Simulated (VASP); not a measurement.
# Si2W (I4/mmm) in VASP: further runs

One crystal, Si2W, is run at these levels: PBE; tasks: relaxation of cell and atoms, vibrations by finite differences.

Everything below comes from runs of VASP 6.6.1. Logs are shortened: lines on timing, memory, paths and dates and some standing lists are left out, and cuts for length are marked.

### Step 1. The structure

Symmetry: I4/mmm, No. 139, tetragonal system. Conventional cell: a = 3.214 Å, b = 3.214 Å, c = 7.830 Å, α = 90.00°, β = 90.00°, γ = 90.00°. Si (site symmetry 4mm) has 5 Si at 2.59 to 2.63 Å and 5 W at 2.62 Å as nearest neighbours. W (site symmetry 4/mmm) is surrounded by 10 Si at 2.62 Å.

### Step 2. Relaxation of cell and atoms, PBE

INCAR reads:

```
SYSTEM = Si2W
ALGO     = Normal         ! electronic algorithm
EDIFF    = 1E-7           ! SCF threshold, eV
EDIFFG   = -0.002         ! ionic threshold
ENCUT    = 350            ! plane-wave cutoff, eV
GGA      = PE             ! functional
IBRION   = 2              ! ionic algorithm
ISIF     = 3              ! what is computed and relaxed
ISMEAR   = 0              ! smearing method
KPAR     = 4            
LASPH    = .True.         ! aspherical terms in the spheres
LCHARG   = .False.        ! write CHGCAR
LREAL    = .False.        ! projectors in reciprocal space
LWAVE    = .False.        ! write WAVECAR
NELM     = 60             ! most SCF steps
NSW      = 80             ! ionic steps
PREC     = Accurate       ! precision mode
SIGMA    = 0.1            ! smearing width, eV
```

KPOINTS reads:

```
k-points
0
Gamma
  18 18 18
  0 0 0
```

POSCAR reads:

```
Si2W
1.0
   -1.6069000000      1.6069000000      3.9149500000
    1.6069000000     -1.6069000000      3.9149500000
    1.6069000000      1.6069000000     -3.9149500000
Si W
2 1
Direct
    0.3347000000      0.3347000000      0.0000000000
    0.6653000000      0.6653000000      0.0000000000
    0.0000000000      0.0000000000      0.0000000000
```

Potentials or basis: VASP PAW PBE potentials, release 64 (Si, W_sv).

Launch:

```sh
> cat potpaw_PBE.64/Si/POTCAR potpaw_PBE.64/W_sv/POTCAR > POTCAR
> mpirun -np 4 vasp_std > vasp.out
```

OUTCAR:

```text
SYSTEM = Si2W
   EDIFF = 1E-7
   EDIFFG = -0.002
   ENCUT = 350
   GGA = PE
   IBRION = 2
   ISIF = 3
   ISMEAR = 0
   LASPH = .True.
   LREAL = .False.
   NELM = 60
   NSW = 80
   PREC = Accurate

 ion  position               nearest neighbor table
   1  0.335  0.335  0.000-   2 2.59   3 2.62   3 2.62   3 2.62   3 2.62   3 2.62   2 2.63   2 2.63
                             2 2.63   2 2.63
   2  0.665  0.665  0.000-   1 2.59   3 2.62   3 2.62   3 2.62   3 2.62   3 2.62   1 2.63   1 2.63
                             1 2.63   1 2.63
   3  0.000  0.000  0.000-   2 2.62   2 2.62   2 2.62   1 2.62   2 2.62   1 2.62   1 2.62   1 2.62
                             1 2.62   2 2.62

  LATTYP: Found a body centered tetragonal cell.
 ALAT       =     3.2138000000
 C/A-ratio  =     2.4363370465

  Lattice vectors:

 A1 = (  -1.6069000000,   1.6069000000,   3.9149500000)
 A2 = (   1.6069000000,  -1.6069000000,   3.9149500000)
 A3 = (   1.6069000000,   1.6069000000,  -3.9149500000)

Analysis of symmetry for initial positions (statically):
=====================================================================
 Subroutine PRICEL returns:
 Original cell was already a primitive cell.

 Routine SETGRP: Setting up the symmetry group for a
 body centered tetragonal supercell.

 Subroutine GETGRP returns: Found 16 space group operations
 (whereof 16 operations were pure point group operations)
 out of a pool of 16 trial point group operations.

The static configuration has the point symmetry D_4h.

Analysis of symmetry for dynamics (positions and initial velocities):
=====================================================================
 Subroutine PRICEL returns:
 Original cell was already a primitive cell.

 Routine SETGRP: Setting up the symmetry group for a
 body centered tetragonal supercell.

 Subroutine GETGRP returns: Found 16 space group operations
 (whereof 16 operations were pure point group operations)
 out of a pool of 16 trial point group operations.

The dynamic configuration has the point symmetry D_4h.

 Subroutine INISYM returns: Found 16 space group operations
 (whereof 16 operations are pure point group operations),
 and found     1 'primitive' translations

----------------------------------------------------------------------------------------

                                     Primitive cell

  volume of cell :      40.4356

  direct lattice vectors                    reciprocal lattice vectors
    -1.606900000  1.606900000  3.914950000     0.000000000  0.311158131  0.127715552
     1.606900000 -1.606900000  3.914950000     0.311158131  0.000000000  0.127715552
     1.606900000  1.606900000 -3.914950000     0.311158131  0.311158131  0.000000000

  length of vectors
     4.526708376  4.526708376  4.526708376     0.336348992  0.336348992  0.440044048

  position of ions in fractional coordinates (direct lattice)
     0.334700000  0.334700000  0.000000000
     0.665300000  0.665300000  0.000000000
     0.000000000  0.000000000  0.000000000

  ion indices of the primitive-cell ions
   primitive index   ion index
                 1           1
                 2           2
                 3           3

----------------------------------------------------------------------------------------

 KPOINTS: k-points

Automatic generation of k-mesh.
 Grid dimensions read from file:
 generate k-points for:   18   18   18

 Generating k-lattice:

  Cartesian coordinates                     Fractional coordinates (reciprocal lattice)
     0.000000000  0.017286563  0.007095308     0.055555556  0.000000000  0.000000000
     0.017286563  0.000000000  0.007095308     0.000000000  0.055555556  0.000000000
     0.017286563  0.017286563  0.000000000     0.000000000  0.000000000  0.055555556

  Length of vectors
     0.018686055  0.018686055  0.024446892

  Shift w.r.t. Gamma in fractional coordinates (k-lattice)
     0.000000000  0.000000000  0.000000000

 Subroutine IBZKPT returns following result:
 ===========================================

 Found    480 irreducible k-points:

 Following reciprocal coordinates:
            Coordinates               Weight
  0.000000  0.000000  0.000000      1.000000
  0.055556 -0.000000  0.000000      8.000000
  0.111111 -0.000000  0.000000      8.000000
  0.166667  0.000000  0.000000      8.000000
  0.222222  0.000000 -0.000000      8.000000
  0.277778  0.000000  0.000000      8.000000
[... 16 lines left out ...]
 -0.277778  0.055556  0.000000     16.000000
 -0.222222  0.055556  0.000000     16.000000
 [... further k-points ...]
   k-points           NKPTS =    480   k-points in BZ     NKDIM =    480   number of bands    NBANDS=     15
   number of dos      NEDOS =    301   number of ions     NIONS =      3
   total plane-waves  NPLWV =  21952
   dimension x,y,z NGX =    28 NGY =   28 NGZ =   28
   dimension x,y,z NGXF=    56 NGYF=   56 NGZF=   56
   ions per type =               2   1
   NGX,Y,Z   is equivalent  to a cutoff of  10.28, 10.28, 10.28 a.u.
   NGXF,Y,Z  is equivalent  to a cutoff of  20.57, 20.57, 20.57 a.u.
 SYSTEM =  Si2W
   PREC   = accura    normal or accurate (medium, high low for compatibility)
   ISTART =      0    job   : 0-new  1-cont  2-samecut
   ICHARG =      2    charge: 1-file 2-atom 10-const
   ISPIN  =      1    spin polarized calculation?
   LNONCOLLINEAR =      F non collinear calculations
   LSORBIT =      F    spin-orbit coupling
   LASPH  =      T    aspherical Exc in radial PAW
   ENCUT  =  350.0 eV  25.72 Ry    5.07 a.u.   6.91  6.91  6.91*2*pi/ulx,y,z
   NELM   =     60;   NELMIN=  2; NELMDL= -5     # of ELM steps
   EDIFF  = 0.1E-06   stopping-criterion for ELM
   LREAL  =      F    real-space projection
   EDIFFG = -.2E-02   stopping-criterion for IOM
   NSW    =     80    number of steps for IOM
   IBRION =      2    ionic relax: 0-MD 1-quasi-New 2-CG
   NFREE  =      1    steps in history (QN), initial steepest desc. (CG)
   ISIF   =      3    stress and relaxation
   ISYM   =      2    0-nonsym 1-usesym 2-fastsym
   POTIM  = 0.5000    time-step for ionic-motion
   TEBEG  =    0.0;   TEEND  =   0.0 temperature during run
   PSTRESS=    0.0 pullay stress
   NELECT =      22.0000    total number of electrons
   NUPDOWN=      -1.0000    fix difference up-down
   EMIN   =  10.00;   EMAX   =-10.00  energy-range for DOS
   EFERMI =   0.00;   METHOD = LEGACY
   ISMEAR =     0;   SIGMA  =   0.10  broadening in eV -4-tet -1-fermi 0-gaus
   EFERMI_NEDOS =   21; number of points for ismear=-14 and -15
   IALGO  =     38    algorithm
   IMIX   =      4    mixing-type and parameters
     AMIX     =   0.40;   BMIX     =  1.00
     AMIX_MAG =   1.60;   BMIX_MAG =  1.00
  volume/ion in A,a.u.               =      13.48        90.96
  Fermi-wavevector in a.u.,A,eV,Ry     =   1.336476  2.525573 24.302284  1.786167
  Thomas-Fermi vector in A             =   2.465099
   LORBIT       =      0    0 simple, 1 ext, 2 COOP (PROOUT), +10 PAW based schemes
   GGA     = PE    functional components
   LHFCALC =     F    Hartree Fock is set to
   AEXX    =    0.0000 exact exchange contribution
   IVDW    =     0    specifies the selected vdW correction
   LEPSILON=     F    determine dielectric tensor
   LRPA    =     F    only Hartree local field effects (RPA)
 conjugate gradient relaxation of ions
 non-spin polarized calculation
 Gauss-broadening in eV      SIGMA  =   0.10
  energy-cutoff  :      350.00
  volume of cell :       40.44
 maximum number of plane-waves:       612
   NGX = 13   NGY = 13   NGZ = 13

--------------------------------------- Ionic step        1  -------------------------------------------

 number of electron      22.0000001 magnetization

 Free energy of the ion-electron system (eV)
  ---------------------------------------------------
  ext. energy  EPLUGINS =         0.00000000
  ---------------------------------------------------
  free energy    TOTEN  =       -24.80417068 eV

  energy without entropy =      -24.80329449  energy(sigma->0) =      -24.80373259

------------------------ aborting loop because EDIFF is reached ----------------------------------------

  FORCE on cell =-STRESS in cart. coord.  units (eV):
  Direction    XX          YY          ZZ          XY          YZ          ZX
  --------------------------------------------------------------------------------------
  -------------------------------------------------------------------------------------
  Total        0.7687760      0.7687760      0.8689902      0.0000000      0.0000000      0.0000000
  in kB       30.4611649     30.4611649     34.4319441      0.0000000      0.0000000      0.0000000
  external PRESSURE =      31.7847579 kB  Pullay stress =       0.0000000 kB
[... 244 lines left out ...]
  energy  without entropy=      -24.8087596623  energy(sigma->0) =      -24.80921270

--------------------------------------- Ionic step        8  -------------------------------------------

 number of electron      22.0000000 magnetization

 Free energy of the ion-electron system (eV)
  ---------------------------------------------------
  ext. energy  EPLUGINS =         0.00000000
  ---------------------------------------------------
  free energy    TOTEN  =       -24.80966823 eV

  energy without entropy =      -24.80876319  energy(sigma->0) =      -24.80921571

 E-fermi :  11.7674     XC(G=0): -12.4640

 val. band max:       11.7471406518   @ k =  -0.3889   0.5000   0.3333
 cond. band min:      11.8044346668   @ k =  -0.3889  -0.4444   0.3889
 fundamental gap:      0.0572940151
 Fermi energy:        11.7674125994

 k-point     1 :       0.0000    0.0000    0.0000
  band No.  band energies     occupation
      1     -62.1160      2.00000
      2     -26.3638      2.00000
      3     -26.3501      2.00000
      4     -26.3501      2.00000
      5      -2.2000      2.00000
      6       5.0040      2.00000
      7       8.0082      2.00000
      8       8.5151      2.00000
      9       8.9583      2.00000
     10       8.9583      2.00000
     11      12.3714      0.00000
     12      14.4182      0.00000
     13      14.7482      0.00000
     14      14.8025      0.00000
     15      14.8025      0.00000
[... 397 lines left out ...]
 k-point    24 :      -0.2222    0.0556    0.0000
  band No.  band energies     occupation
      1     -62.1129      2.00000
      2     -26.4350      2.00000
      3     -26.3561      2.00000
      4     -26.3484      2.00000
      5      -1.3030      2.00000
      6       5.0988      2.00000
      7       6.4479      2.00000
      8       8.1955      2.00000
      9       8.9389      2.00000
     10       9.6545      2.00000
     11      10.3691      2.00000
     12      13.3245      0.00000
     13      13.9504      0.00000
     14      16.1189      0.00000
     15      16.2289      0.00000

 [... further k-points ...]

------------------------ aborting loop because EDIFF is reached ----------------------------------------

  FORCE on cell =-STRESS in cart. coord.  units (eV):
  Direction    XX          YY          ZZ          XY          YZ          ZX
  --------------------------------------------------------------------------------------
  -------------------------------------------------------------------------------------
  Total        0.0022893      0.0022893      0.0027714      0.0000000      0.0000000     -0.0000000
  in kB        0.0894810      0.0894810      0.1083222      0.0000000      0.0000000     -0.0000000
  external PRESSURE =       0.0957614 kB  Pullay stress =       0.0000000 kB
[... 18 lines left out ...]
  FREE ENERGIE OF THE ION-ELECTRON SYSTEM (eV)
  ---------------------------------------------------
  free  energy   TOTEN  =       -24.8096682326 eV

  energy  without entropy=      -24.8087631926  energy(sigma->0) =      -24.80921571

 reached required accuracy - stopping structural energy minimisation
```

Run time: 2 min. Hardware: 4 MPI ranks of Intel Xeon Platinum 8559C (Emerald Rapids), shared host; peak memory 0.29 GiB.

What came out:

```
Free energy                            : -24.8097 eV
Relaxed volume                         : 13.66 Å³/atom
Relaxed cell                           : a = 4.547 Å, b = 4.547 Å, c = 4.547 Å, α = 138.41°, β = 138.41°, γ = 60.27°
Space group after relaxing (to 0.05 Å) : I4/mmm (No. 139)
Energy gained by relaxing              : 1.8 meV/atom
Ionic steps                            : 8
Pressure after relaxing                : 0.0 GPa
Band gap on the k mesh                 : none (metal or under the smearing width)
```

Step by step:
```tsv
step	energy change (eV)	largest force (eV/Å)	pressure (GPa)	volume (Å³)
1	0.0000	0.0624	3.18	40.44
2	0.0123	0.0973	-5.30	42.02
3	-0.0055	0.0025	-0.01	40.99
4	-0.0055	0.0037	0.05	40.98
5	-0.0055	0.0014	0.04	40.99
6	-0.0055	0.0021	0.04	40.98
7	-0.0055	0.0009	-0.06	41.00
8	-0.0055	0.0010	0.01	40.99
```

Final structure:
```
Si W
1.0
    -1.61425    1.61425    3.93264
     1.61425   -1.61425    3.93264
     1.61425    1.61425   -3.93264
Si W
2 1
Direct
  0.33455 0.33455 0.00000
  0.66545 0.66545 0.00000
  0.00000 0.00000 0.00000
```

### Step 3. Relaxation of cell and atoms, PBE

This run uses another cell than the first one, of 13.66 Å³/atom, 1.014 times its volume.

INCAR is that of step 2.

KPOINTS is that of step 2.

POSCAR reads:

```
Si2W                                    
1.0
   -1.6142519237      1.6142519237      3.9326430812
    1.6142519237     -1.6142519237      3.9326430812
    1.6142519237      1.6142519237     -3.9326430812
  Si              W             
     2     1
Direct
     0.3345488720497338    0.3345488720497338    0.0000000000000000
     0.6654511279502662    0.6654511279502662    0.0000000000000000
     0.0000000000000000    0.0000000000000000    0.0000000000000000
```

Potentials or basis: VASP PAW PBE potentials, release 64 (Si, W_sv).

Launch:

```sh
> cat potpaw_PBE.64/Si/POTCAR potpaw_PBE.64/W_sv/POTCAR > POTCAR
> mpirun -np 4 vasp_std > vasp.out
```

It took 51 s on 4 MPI ranks of Intel Xeon Platinum 8559C (Emerald Rapids), shared host; peak memory 0.29 GiB.

The run converged. Its results:

```
Free energy               : -24.8107 eV
Energy gained by relaxing : 0.0 meV/atom
Ionic steps               : 3
Pressure after relaxing   : 0.0 GPa
Band gap on the k mesh    : none (metal or under the smearing width)
```

Final structure:
```
Si W
1.0
    -1.61430    1.61430    3.93275
     1.61430   -1.61430    3.93275
     1.61430    1.61430   -3.93275
Si W
2 1
Direct
  0.33455 0.33455 0.00000
  0.66545 0.66545 0.00000
  0.00000 0.00000 0.00000
```

Levels at points of the mesh, in eV from the Fermi level:
```
           k point  band 9  band 10  band 11  band 12  band 13  band 14
(0.00, 0.00, 0.00)   -2.81    -2.81     0.60     2.65     2.98     3.04
(0.50, 0.00, 0.00)   -2.75    -2.72    -0.42     2.65     2.75     3.91
(0.50, 0.50, 0.00)   -4.97    -3.20    -1.76     2.73     2.91     3.07
(0.50, 0.50, 0.50)   -0.85    -0.85    -0.49    -0.49     0.78     4.44
```

Spin-orbit coupling is left out, which matters for the levels of W.

### Step 4. Vibrations by finite differences, PBE

This run uses another cell than the first one, of 13.66 Å³/atom, 1.014 times its volume.

INCAR reads:

```
SYSTEM = Si2W
ALGO     = Normal         ! electronic algorithm
EDIFF    = 1E-8           ! SCF threshold, eV
ENCUT    = 350            ! plane-wave cutoff, eV
GGA      = PE             ! functional
IBRION   = 6              ! ionic algorithm
ISIF     = 3              ! what is computed and relaxed
ISMEAR   = 0              ! smearing method
KPAR     = 4            
LASPH    = .True.         ! aspherical terms in the spheres
LCHARG   = .False.        ! write CHGCAR
LREAL    = .False.        ! projectors in reciprocal space
LWAVE    = .False.        ! write WAVECAR
NBANDS   = 18             ! bands
NELM     = 60             ! most SCF steps
NFREE    = 2            
NSW      = 1              ! ionic steps
POTIM    = 0.015          ! step
PREC     = Accurate       ! precision mode
SIGMA    = 0.1            ! smearing width, eV
```

KPOINTS is that of step 3.

POSCAR reads:

```
Si2W                                    
1.0
   -1.6142988303      1.6142988303      3.9327528129
    1.6142988303     -1.6142988303      3.9327528129
    1.6142988303      1.6142988303     -3.9327528129
  Si              W             
     2     1
Direct
     0.3345473988175175    0.3345473988175175    0.0000000000000000
     0.6654526011824825    0.6654526011824825    0.0000000000000000
     0.0000000000000000    0.0000000000000000    0.0000000000000000
```

Launch:

```sh
> cat potpaw_PBE.64/Si/POTCAR potpaw_PBE.64/W_sv/POTCAR > POTCAR
> mpirun -np 4 vasp_std > vasp.out
```

It took 16 min on 4 MPI ranks of Intel Xeon Platinum 8559C (Emerald Rapids), shared host; peak memory 1 GiB.

Results (log left out):

| Quantity | Value |
| --- | --- |
| Voigt bulk modulus | 221 GPa |
| Highest phonon frequency at Γ | 440 cm⁻¹ |

Phonon frequencies in cm⁻¹ (negative: imaginary):
```tsv
q point	frequencies
(0.000, 0.000, 0.000)	0 0 0 253 253 298 329 329 440
```

Elastic tensor in Voigt notation (GPa, in the Cartesian axes of the cell as first typed):
```
426 115  93   0   0   0
115 426  93   0   0   0
 93  93 533   0   0   0
  0   0   0 201   0   0
  0   0   0   0 201   0
  0   0   0   0   0 202
```

Clamped-ion elastic tensor (GPa):
```
428 118  96   0   0   0
118 428  96   0   0   0
 96  96 537   0   0   0
  0   0   0 203   0   0
  0   0   0   0 203   0
  0   0   0   0   0 202
```

Caveat: elastic constants of metals need much finer meshes, so these are rough.
